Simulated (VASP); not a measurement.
# PtS2 (P-3m1) in VASP: further runs

The runs below take PtS2 through dielectric tensor, with PBE.

All numbers are computed with VASP 6.6.1; they aren't measurements. Logs are shortened: lines on timing, memory, paths and dates and some standing lists are left out, and cuts for length are marked.

### 1 Starting point

Symmetry: P-3m1, No. 164, trigonal system. Conventional cell: a = 3.543 Å, b = 3.543 Å, c = 5.039 Å, α = 90.00°, β = 90.00°, γ = 120.00°. Around Pt (site symmetry -3m) lie 6 S at 2.34 Å. S (site symmetry 3m) has 3 Pt at 2.34 Å as nearest neighbours.

### 2 Dielectric tensor, PBE

File INCAR:

```
  PREC = Accurate
  ENCUT = 520
  EDIFF = 1E-8
  ISMEAR = 0
  SIGMA = 0.01
  LREAL = False
  LASPH = True
  NELM = 100
  ALGO = Normal
  ISIF = 2
  LWAVE = False
  LCHARG = False
  GGA = PE
  LEPSILON = True
```

File KPOINTS:

```
regular mesh
0
Gamma
  7 7 4
```

File POSCAR:

```
PtS2
1.0
    3.5432000000      0.0000000000      0.0000000000
   -1.7716000000      3.0685012107      0.0000000000
    0.0000000000      0.0000000000      5.0388000000
Pt S
1 2
Direct
    0.0000000000      0.0000000000      0.0000000000
    0.6666666667      0.3333333333      0.7730000000
    0.3333333333      0.6666666667      0.2270000000
```

Potentials or basis: VASP PAW PBE potentials, release 64 (Pt, S).

The run is started by

```console
> cat potpaw_PBE.64/Pt/POTCAR potpaw_PBE.64/S/POTCAR > POTCAR
> mpirun -np 1 vasp_std > vasp.out
```

OUTCAR:

```text
PREC = Accurate
   ENCUT = 520
   EDIFF = 1E-8
   ISMEAR = 0
   LREAL = False
   LASPH = True
   NELM = 100
   ISIF = 2
   GGA = PE
   LEPSILON = True

 Found     28 irreducible k-points:

 Following reciprocal coordinates:
            Coordinates               Weight
  0.000000  0.000000  0.000000      1.000000
  0.142857  0.000000  0.000000      6.000000
  0.285714  0.000000  0.000000      6.000000
  0.428571  0.000000  0.000000      6.000000
  0.142857  0.142857  0.000000      6.000000
  0.285714  0.142857  0.000000     12.000000
   k-points           NKPTS =     28   k-points in BZ     NKDIM =     28   number of bands    NBANDS=     15
   number of dos      NEDOS =    301   number of ions     NIONS =      3
   total plane-waves  NPLWV =  31360
   dimension x,y,z NGX =    28 NGY =   28 NGZ =   40
   dimension x,y,z NGXF=    56 NGYF=   56 NGZF=   80
   ions per type =               1   2
   NGX,Y,Z   is equivalent  to a cutoff of  13.14, 13.14, 13.20 a.u.
   NGXF,Y,Z  is equivalent  to a cutoff of  26.28, 26.28, 26.39 a.u.
 SYSTEM =  unknown system
   PREC   = accura    normal or accurate (medium, high low for compatibility)
   ISTART =      0    job   : 0-new  1-cont  2-samecut
   ICHARG =      2    charge: 1-file 2-atom 10-const
   ISPIN  =      1    spin polarized calculation?
   LNONCOLLINEAR =      F non collinear calculations
   LSORBIT =      F    spin-orbit coupling
   LASPH  =      T    aspherical Exc in radial PAW
   ENCUT  =  520.0 eV  38.22 Ry    6.18 a.u.   6.59  6.59  9.37*2*pi/ulx,y,z
   NELM   =    100;   NELMIN=  2; NELMDL= -5     # of ELM steps
   EDIFF  = 0.1E-07   stopping-criterion for ELM
   LREAL  =      F    real-space projection
   EDIFFG = 0.1E-06   stopping-criterion for IOM
   NSW    =      0    number of steps for IOM
   IBRION =     -1    ionic relax: 0-MD 1-quasi-New 2-CG
   NFREE  =      0    steps in history (QN), initial steepest desc. (CG)
   ISIF   =      2    stress and relaxation
   ISYM   =      2    0-nonsym 1-usesym 2-fastsym
   POTIM  = 0.5000    time-step for ionic-motion
   TEBEG  =    0.0;   TEEND  =   0.0 temperature during run
   PSTRESS=    0.0 pullay stress
   NELECT =      22.0000    total number of electrons
   NUPDOWN=      -1.0000    fix difference up-down
   EMIN   =  10.00;   EMAX   =-10.00  energy-range for DOS
   EFERMI =   0.00;   METHOD = LEGACY
   ISMEAR =     0;   SIGMA  =   0.01  broadening in eV -4-tet -1-fermi 0-gaus
   EFERMI_NEDOS =   21; number of points for ismear=-14 and -15
   IALGO  =     38    algorithm
   IMIX   =      4    mixing-type and parameters
     AMIX     =   0.40;   BMIX     =  1.00
     AMIX_MAG =   1.60;   BMIX_MAG =  1.00
  volume/ion in A,a.u.               =      18.26       123.23
  Fermi-wavevector in a.u.,A,eV,Ry     =   1.207812  2.282434 19.848315  1.458810
  Thomas-Fermi vector in A             =   2.343439
   LORBIT       =      0    0 simple, 1 ext, 2 COOP (PROOUT), +10 PAW based schemes
   GGA     = PE    functional components
   LHFCALC =     F    Hartree Fock is set to
   AEXX    =    0.0000 exact exchange contribution
   IVDW    =     0    specifies the selected vdW correction
   LEPSILON=     T    determine dielectric tensor
   LRPA    =     F    only Hartree local field effects (RPA)
 non-spin polarized calculation
 Gauss-broadening in eV      SIGMA  =   0.01
  energy-cutoff  :      520.00
  volume of cell :       54.78
 maximum number of plane-waves:      1507
 NGX is ok and might be reduce to    28
   NGX = 13   NGY = 13   NGZ = 19

--------------------------------------- Ionic step        1  -------------------------------------------

 number of electron      22.0000001 magnetization

 E-fermi :   6.7776     XC(G=0): -10.5739

 val. band max:        6.6795109082   @ k =   0.0000   0.1429   0.2500
 cond. band min:       7.5266746503   @ k =   0.0000   0.2857   0.2500
 fundamental gap:      0.8471637421
 Fermi energy:         6.7775600743

 k-point     1 :       0.0000    0.0000    0.0000
  band No.  band energies     occupation
      1      -8.8187      2.00000
      2      -5.5774      2.00000
      3      -0.2982      2.00000
      4      -0.2982      2.00000
      5      -0.1777      2.00000
      6       2.7616      2.00000
      7       2.7616      2.00000
      8       4.9460      2.00000
      9       5.5971      2.00000
     10       5.5971      2.00000
     11       6.6177      2.00000
     12       9.1959      0.00000
     13       9.1959      0.00000
     14      11.5330      0.00000
     15      12.5133      0.00000

 k-point     2 :       0.1429    0.0000    0.0000
  band No.  band energies     occupation
      1      -8.5478      2.00000
      2      -5.7463      2.00000
      3      -0.1162      2.00000
      4      -0.0890      2.00000
      5       0.1023      2.00000
      6       2.3543      2.00000
      7       2.5734      2.00000
      8       4.2461      2.00000
      9       5.5528      2.00000
     10       5.5802      2.00000
     11       6.6715      2.00000
     12       8.3796      0.00000
     13       9.0316      0.00000
     14      12.5213      0.00000
     15      13.3847      0.00000

 k-point     3 :       0.2857    0.0000    0.0000
  band No.  band energies     occupation
      1      -7.8283      2.00000
      2      -6.1023      2.00000
      3       0.1521      2.00000
      4       0.2895      2.00000
      5       0.9345      2.00000
      6       1.3119      2.00000
      7       2.4153      2.00000
      8       3.6045      2.00000
      9       5.0261      2.00000
     10       5.0406      2.00000
     11       5.7719      2.00000
     12       8.3397      0.00000
     13       9.1588      0.00000
     14      12.1649      0.00000
     15      14.5525      0.00000

 k-point     4 :       0.4286    0.0000    0.0000
  band No.  band energies     occupation
      1      -7.0118      2.00000
      2      -6.4372      2.00000
      3      -0.6367      2.00000
      4       0.5388      2.00000
      5       1.3990      2.00000
      6       2.0699      2.00000
      7       2.8886      2.00000
      8       3.4566      2.00000
      9       3.9405      2.00000
     10       4.0434      2.00000
     11       4.6385      2.00000
     12       8.5002      0.00000
     13       9.5172      0.00000
     14      12.1970      0.00000
     15      13.5069      0.00000

 k-point     5 :       0.1429    0.1429    0.0000
  band No.  band energies     occupation
      1      -8.0496      2.00000
      2      -6.0019      2.00000
      3       0.1414      2.00000
      4       0.2715      2.00000
      5       0.5704      2.00000
      6       1.8255      2.00000
      7       2.0960      2.00000
      8       3.6990      2.00000
      9       5.0813      2.00000
     10       5.2502      2.00000
     11       6.5635      2.00000
     12       8.3335      0.00000
     13       8.5859      0.00000
     14      13.1583      0.00000
     15      13.6901      0.00000

 k-point     6 :       0.2857    0.1429    0.0000
  band No.  band energies     occupation
      1      -7.2597      2.00000
      2      -6.3129      2.00000
      3      -0.0226      2.00000
      4       0.4186      2.00000
      5       1.1435      2.00000
      6       1.5309      2.00000
      7       2.2019      2.00000
      8       3.5098      2.00000
      9       4.1579      2.00000
     10       4.4996      2.00000
     11       5.9322      2.00000
     12       8.1031      0.00000
     13       8.8564      0.00000
     14      12.4881      0.00000
     15      14.5596      0.00000

 [... further k-points ...]

  FORCE on cell =-STRESS in cart. coord.  units (eV):
  Direction    XX          YY          ZZ          XY          YZ          ZX
  --------------------------------------------------------------------------------------
  -------------------------------------------------------------------------------------
  Total        3.9551966      3.9551966      3.4710372      0.0000000      0.0000000      0.0000000
  in kB      115.6723528    115.6723528    101.5127892      0.0000000      0.0000000      0.0000000
  external PRESSURE =     110.9524983 kB  Pullay stress =       0.0000000 kB

 VOLUME and BASIS-vectors are now :
 -----------------------------------------------------------------------------
  energy-cutoff  :      520.00
  volume of cell :       54.78
      direct lattice vectors                 reciprocal lattice vectors
     3.543200000  0.000000000  0.000000000     0.282230752  0.162946001  0.000000000
    -1.771600000  3.068501211  0.000000000     0.000000000  0.325892001  0.000000000
     0.000000000  0.000000000  5.038800000     0.000000000  0.000000000  0.198459951

 POSITION                                       TOTAL-FORCE (eV/Angst)
 -----------------------------------------------------------------------------------
      0.00000      0.00000      0.00000        -0.000000      0.000000      0.000000
      1.77160      1.02283      3.89499        -0.000000      0.000000     -1.212075
     -0.00000      2.04567      1.14381         0.000000      0.000000      1.212075
 -----------------------------------------------------------------------------------
    total drift:                                0.000000     -0.000000      0.000000

  FREE ENERGIE OF THE ION-ELECTRON SYSTEM (eV)
  ---------------------------------------------------
  free  energy   TOTEN  =       -15.2692197751 eV

  energy  without entropy=      -15.2692197751  energy(sigma->0) =      -15.26921978

 HEAD OF MICROSCOPIC STATIC DIELECTRIC TENSOR (INDEPENDENT PARTICLE, excluding Hartree and local field effects)
 ------------------------------------------------------
          20.585342    -0.000000    -0.000000
           0.000000    20.585342     0.000000
           0.000000     0.000000    13.417730
 ------------------------------------------------------

 Free energy of the ion-electron system (eV)
  ---------------------------------------------------
  ---------------------------------------------------
  free energy    TOTEN  =        -2.99209057 eV

  energy without entropy =       -2.99209057

------------------------ aborting loop because EDIFF is reached ----------------------------------------

--------------------------------------- Ionic step        2  -------------------------------------------

------------------------ aborting loop because EDIFF is reached ----------------------------------------

--------------------------------------- Ionic step        3  -------------------------------------------

 Free energy of the ion-electron system (eV)
  ---------------------------------------------------
  ---------------------------------------------------
  free energy    TOTEN  =        -1.50402112 eV

  energy without entropy =       -1.50402112

------------------------ aborting loop because EDIFF is reached ----------------------------------------

 PIEZOELECTRIC TENSOR FIELD DIRECTION 3  (e Angst)
 -----------------------------------------------------------------------------
     0.00671  0.00000 -0.00000           (  0.00006  0.00000  0.00000)
     0.00000  0.00671 -0.00000           ( -0.00000  0.00006  0.00000)
    -0.00000 -0.00000 -0.02175           (  0.00000  0.00000 -0.00002)

 PIEZOELECTRIC TENSOR FIELD DIRECTION 3  (C/m^2)
 -----------------------------------------------------------------------------
     0.00196  0.00000 -0.00000
     0.00000  0.00196 -0.00000
    -0.00000 -0.00000 -0.00636

 MACROSCOPIC STATIC DIELECTRIC TENSOR (including local field effects in DFT)
 ------------------------------------------------------
          19.331537     0.000000     0.000000
           0.000000    19.331537     0.000000
           0.000000     0.000000    10.498542
 ------------------------------------------------------

 PIEZOELECTRIC TENSOR (including local field effects)  for field in x, y, z        (e  Angst)
          XX          YY          ZZ          XY          YZ          ZX
  --------------------------------------------------------------------------------
  x     0.00000     0.00000     0.00000     0.00000     0.00000     0.00000
  y     0.00000     0.00000     0.00000     0.00000     0.00000     0.00000
  z     0.00000     0.00000     0.00000     0.00000     0.00000     0.00000

 PIEZOELECTRIC TENSOR (including local field effects)  for field in x, y, z        (C/m^2)
          XX          YY          ZZ          XY          YZ          ZX
  --------------------------------------------------------------------------------
  x     0.00000     0.00000     0.00000     0.00000     0.00000     0.00000
  y     0.00000     0.00000     0.00000     0.00000     0.00000     0.00000
  z     0.00000     0.00000     0.00000     0.00000     0.00000     0.00000

 BORN EFFECTIVE CHARGES (including local field effects) (in |e|, cummulative output)
 ---------------------------------------------------------------------------------
 ion    1
    1     3.10732     0.00000     0.00000
    2     0.00000     3.10732    -0.00000
    3     0.00000     0.00000    -0.48122
 ion    2
    1    -1.55366     0.00000     0.00000
    2     0.00000    -1.55366    -0.00000
    3     0.00000     0.00000     0.24061
 ion    3
    1    -1.55366     0.00000     0.00000
    2     0.00000    -1.55366    -0.00000
    3     0.00000     0.00000     0.24061
```

It took 3.3 min on 1 thread of Intel Xeon Platinum 8488C (Sapphire Rapids), shared host; peak memory 0.29 GiB.

The run converged, but some of its settings lie outside the range that counts as converged, so its numbers aren't taken as properties of the crystal.

Results:

```yaml
Band_gap_on_the_k_mesh: 0.85 eV, indirect (least direct gap 1.02 eV)
Electronic_dielectric_tensor_diagonal: 19.33, 19.33, 10.50
Born_charges_mean_of_the_diagonal: Pt +1.91; S -0.96 e
```

Caveat: spin-orbit coupling is left out, which moves the levels of the heavy elements; an odd mesh through Γ misses points on the zone boundary, where band edges often lie.

[end of part 1 of 2]
